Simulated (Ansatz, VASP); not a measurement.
## One calculation of BN, two programs

File INCAR:

```
PREC     = Accurate       # precision mode
ENCUT    = 520            # plane-wave cutoff, eV
EDIFF    = 1E-8           # SCF threshold, eV
ISMEAR   = -1             # smearing method
SIGMA    = 0.03           # smearing width, eV
LREAL    = False          # projectors in reciprocal space
LASPH    = True           # aspherical terms in the spheres
NELM     = 100            # most SCF steps
ALGO     = Normal         # electronic algorithm
ISIF     = 2              # what is computed and relaxed
LWAVE    = False          # write WAVECAR
LCHARG   = False          # write CHGCAR
GGA      = PS             # functional
LEFG     = True         
NBANDS   = 16             # bands
```

The input KPOINTS:

```
regular mesh
0
Gamma
  11 11 4
```

POSCAR

```
BN
1.0
    2.4701498301      0.0000000000      0.0000000000
   -1.2350749151      2.1392125040      0.0000000000
    0.0000000000      0.0000000000      6.5711727478
B N
2 2
Direct
    0.3333333333      0.6666666667      0.2500000000
    0.6666666667      0.3333333333      0.7500000000
    0.3333333333      0.6666666667      0.7500000000
    0.6666666667      0.3333333333      0.2500000000
```

Input for Ansatz:

```yaml
crystal:
  lattice:
    - [2.4701498301, 0.0, 0.0]
    - [-1.2350749151, 2.139212504, 0.0]
    - [0.0, 0.0, 6.5711727478]
  atoms:
    - { symbol: B, position: [0.3333333333, 0.6666666667, 0.25] }
    - { symbol: B, position: [0.6666666667, 0.3333333333, 0.75] }
    - { symbol: "N", position: [0.3333333333, 0.6666666667, 0.75] }
    - { symbol: "N", position: [0.6666666667, 0.3333333333, 0.25] }
kpoints:
  mp_grid: { grid: [11, 11, 4] }
scf:
  occupations: { method: fermi_dirac, width: 0.03 }
hamiltonian:
  xc: pbesol
  pseudopotentials: { kind: paw }
output:
  forces: true
  stress: true
  eigenvalues: true
  efg: { contact_densities: true }
  write_density: true
  write_potential: true
  elf: true
  volumetric_format: npy
```

Change from the starting cell: volume scaled by 0.96, PAW files.

Alike in both runs: task electric field gradients; functional PBEsol; k mesh 11 × 11 × 4; occupations fermi-dirac, width 0.03 eV; no spin polarisation.

```csv
,VASP,Ansatz
version,VASP 6.6.1,Ansatz 0.2.0
potentials or method,"VASP PAW PBE potentials, release 64 (B, N)","PAW with Ansatz's default frozen-core files, scalar-relativistic"
plane-wave cutoff (eV),520,420
valence electrons in the cell,16,16
```

|  | VASP | Ansatz | Ansatz less VASP |
| --- | --- | --- | --- |
| gap on the k mesh at the Fermi level (eV) | 4.28 | 4.29 | +0.010 |
| pressure (GPa) | 11.4 | 11.1 | -0.33 |
| largest component of the traceless stress (GPa) | 10.34 | 9.87 | -0.474 |
| Vzz of the field gradient on the site that differs most (V/Å²) | 35.6 | 28.7 | -6.90 |

With one functional, cell and mesh, what is left measures potentials, basis and numerics.

Caveats: the PAW data sets were made with another functional, which shifts forces and pressure a little (VASP); an odd mesh through Γ misses points on the zone boundary, where band edges often lie; this functional lacks dispersion, which binds the layers, so the pressure and a relaxed spacing across them are unreliable.
